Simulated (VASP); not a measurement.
# BN (F-43m): a series in uniaxial stress along [111]

How do the elastic response and the band edges of BN follow uniaxial stress along [111]?

Calculated with VASP 6.6.1; LDA; plane waves and PAW (B, N), in the first sound run; inputs show where later runs differ.

Report form: the programs' logs are mostly left out.

## Step 1: Starting point

The structure is cubic, space group F-43m (No. 216). The conventional cell has a = 3.616 Å, b = 3.616 Å, c = 3.616 Å, α = 90.00°, β = 90.00°, γ = 90.00°. Nearest to B lie 4 N at 1.57 Å. N has 4 B at 1.57 Å nearest. Farther neighbours and most contacts between anions are not listed.

Coordinates:

```
B N
1.0
     0.00000    1.80800    1.80800
     1.80800    0.00000    1.80800
     1.80800    1.80800    0.00000
B N
1 1
Direct
  0.00000 0.00000 0.00000
  0.25000 0.25000 0.25000
```

## Step 2: Relax the crystal, LDA

The series starts from the cell that this level prefers, so that zero strain is near zero stress.

This step took 2 runs in a row; the last is shown.

Level: LDA; plane waves and PAW (B, N).

The input, INCAR:

```
SYSTEM = BN
PREC = Accurate
ENCUT = 600
EDIFF = 1E-07
NELM = 120
ISMEAR = 0
SIGMA = 0.02
LREAL = .FALSE.
ALGO = Normal
GGA = CA
NBANDS = 10
LASPH = .TRUE.
LORBIT = 11
LWAVE = .FALSE.
LCHARG = .FALSE.
KPAR = 16
IBRION = 2
NSW = 40
ISIF = 3
EDIFFG = -0.005
POTIM = 0.4
```

The input, POSCAR:

```
BN
1.0
    0.0000000000      1.7913124887      1.7913124887
    1.7913124887      0.0000000000      1.7913124887
    1.7913124887      1.7913124887      0.0000000000
B N
1 1
Direct
    0.0000000000      0.0000000000      0.0000000000
    0.2500000000      0.2500000000      0.2500000000
```

The input, KPOINTS:

```
Automatic mesh
0
Gamma
14 14 14
0 0 0
```

PAW data sets: B and N (LDA family, release 64).

Command:

```sh
mpirun -np 16 vasp_std
```

The job ended after 2.2 s (16 MPI ranks of Intel Xeon 6975P-C (Granite Rapids), shared host; peak memory 1.8 GiB).

Numbers from this step:

| Quantity | Value |
| --- | --- |
| energy(sigma→0) of the program | -19.4164 eV |
| stress, compression positive | 0.03 along [111], 0.03 across it (mean), GPa |
| volume | 11.496 Å³ |
| ionic steps | 1 |

## Step 3: Strain across the axis, LDA

One member in full: the axis is strained by 0.5 %, and the two directions across it are strained alike until their mean stress is under 0.012 GPa or five steps are spent.

This step took 3 runs, each at a new trial strain with the atoms of the one before; the last is shown.

Level: LDA; plane waves and PAW (B, N); cell typed or built by script.

Changes to INCAR since step 2:

```diff
@@ -15,7 +15,7 @@
 LCHARG = .FALSE.
-KPAR = 16
-IBRION = 2
-NSW = 40
-ISIF = 3
-EDIFFG = -0.005
-POTIM = 0.4
+KPAR = 4
+IBRION = 1
+NSW = 25
+ISIF = 2
+EDIFFG = -0.004
+POTIM = 0.3
```

The input, POSCAR:

```
BN
1.0
    0.0063940030      1.7970720500      1.7970720500
    1.7970720500      0.0063940030      1.7970720500
    1.7970720500      1.7970720500      0.0063940030
B N
1 1
Direct
    0.0000533062      0.0000533062      0.0000533062
    0.2499466938      0.2499466938      0.2499466938
```

KPOINTS is that of step 2.

Command:

```sh
mpirun -np 4 vasp_std
```

Elapsed: 6.4 s, on 4 MPI ranks; peak memory 0.55 GiB.

This run gave:

| Quantity | Value |
| --- | --- |
| energy(sigma→0) of the program | -19.4156 eV |
| stress, compression positive | -5.02 along [111], 0.00 across it (mean), GPa |
| ionic steps | 1 |

## Step 4: Band edges, HSE06

Short lines in KPOINTS_OPT sample the zone centre along and across the axis, for masses, and the other valleys.

Level: HSE06; plane waves and PAW (B, N); cell typed or built by script.

The input, INCAR:

```
SYSTEM = BN
PREC = Accurate
ENCUT = 600
EDIFF = 1E-06
NELM = 100
ISMEAR = 0
SIGMA = 0.02
LREAL = .FALSE.
ALGO = Normal
LHFCALC = .TRUE.
AEXX = 0.25
GGA = PE
HFSCREEN = 0.2
LASPH = .TRUE.
NBANDS = 9
PRECFOCK = Fast
LWAVE = .FALSE.
LCHARG = .FALSE.
KPAR = 4
```

POSCAR is that of step 3.

The input, KPOINTS:

```
Automatic mesh
0
Gamma
7 7 7
0 0 0
```

The input, KPOINTS_OPT:

```
Line mode
6
Line-mode
Reciprocal
  0.00000000   0.00000000   0.00000000
  0.01654234   0.01654234   0.01654234

  0.00000000   0.00000000   0.00000000
 -0.01007610   0.01007610  -0.00000000

  0.31000000   0.31000000   0.00000000
  0.50000000   0.50000000   0.00000000

  0.00000000   0.31000000   0.31000000
  0.00000000   0.50000000   0.50000000

  0.45000000   0.45000000   0.45000000
  0.50000000   0.50000000   0.50000000

  0.45000000   0.00000000   0.00000000
  0.50000000   0.00000000   0.00000000

  0.42500000   0.42500000   0.00000000
  0.42505088   0.43930064   0.01430064

  0.50000000   0.50000000   0.50000000
  0.48992390   0.51007610   0.50000000
```

Command:

```sh
mpirun -np 4 vasp_std
```

The job ended after 2.2 min (4 MPI ranks; peak memory 0.93 GiB; 8.3 min of CPU time).

Numbers from this step:

| Property | Result |
| --- | --- |
| energy(sigma→0) of the program | -20.4539 eV |

## Step 5: The whole series

Hybrid runs start from orbitals of a short LDA run, not shown.

Runs beyond LDA use the data sets made with LDA; this shifts their levels slightly, and their total energies have another zero.

The other members went through these steps as far as the tables show, with the same cutoff and, step by step, the same mesh; 44 runs are not shown. The session took 1.6 core hours (wall time by ranks) on a shared machine.

```csv
strain along the axis (%),strain across the axis (%),"stress along the axis, tension positive (GPa)",energy above the unstrained row (meV/atom),"gap on the mesh, LDA (eV)"
-2.000,0.168,-21.645,7.933,4.283
-1.500,0.124,-16.030,4.477,4.311
-1.000,0.082,-10.542,2.020,4.333
-0.500,0.042,-5.211,0.539,4.355
0,0.004,-0.022,0.000,4.375
0.500,-0.035,5.017,0.388,4.358
1.000,-0.072,9.917,1.660,4.342
1.500,-0.107,14.673,3.796,4.324
2.000,-0.139,19.261,6.767,4.306
```

Slopes at zero strain, from cubics through all rows: strain ratio -0.077, stress over strain 1023 GPa.

Band edges at HSE06, counted from the valence-band top at Γ, with one row partly withheld:

```csv
strain along the axis (%),gap (eV),conduction band at Γ (eV),Δ or X valley along z (eV),Δ or X valley along x (eV),"lowest conduction level at L, [111] (eV)","lowest conduction level at L, [-111] (eV)",second valence level below the top (eV),third valence level below the top (eV)
-2.000,5.745,10.507,5.745,5.745,11.942,12.396,0.135,0.135
-1.500,5.770,10.558,5.770,5.770,12.014,12.369,0.098,0.098
-1.000,5.790,10.607,5.790,5.790,12.083,12.332,0.066,0.066
-0.500,5.810,10.656,5.810,5.810,12.152,12.284,0.033,0.033
0,5.827,10.704,5.827,5.827,12.219,12.220,0.000,0.000
0.500,5.811,10.567,5.811,5.811,12.255,12.108,0.000,0.030
1.000,5.796,10.413,5.796,5.796,12.291,11.984,0.000,0.053
1.500,5.778,10.248,5.778,5.778,?,11.848,0.000,0.081
2.000,5.760,10.073,5.760,5.760,12.361,11.706,0.000,0.102
```

## Step 6: Fit and prediction

The quantity to fit is the splitting of the lowest conduction levels at the L points ([111] less [-111]) at HSE06: -0.454, -0.355, -0.249, -0.132, -0.001, 0.146, 0.307, 0.655 eV in the rows shown.

A least-squares parabola through the 8 rows shown, with d the strain along the axis less the strain across it, in %: E = 0.02222 d² + 0.2579 d + 0.002364 (eV), r.m.s. residual 0.0019 eV.

At d = 1.607 this predicts 0.4740 eV.

## Step 7: The withheld row

The calculation gives 0.4772 eV, so the prediction is 0.0032 eV too low, within twice the residual of the fit.

The splitting is Ξu times 8/9 of d, with d as a fraction, so the linear term gives Ξu = 29.0 eV.

## Step 8: Results

```yaml
poisson_ratio: 0.077
young_s_modulus_along_the_axis: 1023 GPa
gap_of_the_unstrained_cell_hse06: 5.83 eV
shear_deformation_potential_u_of_the_lowest_conduction_levels_at_l: 29.0 eV
error_of_the_predicted_row: -3.2 meV
```

As a check, the curvature of the energy gives 1025 GPa for the same modulus (energy per volume = E/2 × strain²), 0 % from the slope of the stress. The energy also has a linear term worth 0.40 GPa that the stress column lacks, a mark of the finite basis. At HSE06 the lowest conduction valley is Δ or X throughout, and the gap runs between 5.74 and 5.83 eV. Hole masses are left out throughout, since the top bands are degenerate or cross in many series; of conduction masses, those of the Γ, L and (for Si and Ge under (001) strain) Δ valleys are kept where they change by under an eighth between rows. HSE06 ran on a coarser mesh than the semilocal levels. Spin-orbit coupling is left out at HSE06, so the valence splittings there lack it. Δ or X levels are the lowest on their line, refined by a parabola unless they lie at X; the gap is read from all points sampled and can differ from the lowest valley by some meV, or by tens of meV where strain moves the valence top off Γ. Temperature, zero-point motion and excitons are left out.

[Lines on the potential files, build, host, timing and source positions are cut from VASP's logs without a mark.]

[Logs are printed without paths, hosts, clocks, repeated set-up lines and the standing remarks that a program may print on its own settings, such as how far it seeks lower states.]

[Hosts, paths, dates, database ids (printed as entryN), source tags and the programs' standing remarks are cut or masked in the printed files.]

[In band tables of VASP the shares of atoms and orbitals are scaled to a sum of 1 inside the atoms' spheres.]
